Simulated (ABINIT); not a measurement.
The system is GaP.

```
Ga P
1.0
     0.00000    2.72525    2.72525
     2.72525    0.00000    2.72525
     2.72525    2.72525    0.00000
Ga P
1 1
Direct
  0.00000 0.00000 0.00000
  0.75000 0.75000 0.75000
```

Base run:

```yaml
Program: ABINIT 10.8.3 (patched build)
Functional: PBE0
Potentials_or_basis: SPMS NC PBE v1.0
Cutoff: 816 eV
k_mesh: 6 × 6 × 6
Occupations: fermi-dirac, width 0.05 eV
Spin: no spin polarisation
```

Its results: band gap on the k mesh 1.95 eV, indirect (least direct gap 2.16 eV).

The run is repeated on the same cell with these changes: share of exact exchange from 0.05 to 0.25. What comes out?

Band gap on the k mesh 3.17 eV, indirect (least direct gap 3.55 eV).

Caveats: exact exchange is summed on a coarse mesh, which widens gaps by tenths of an eV.

A k mesh can miss the band edges.
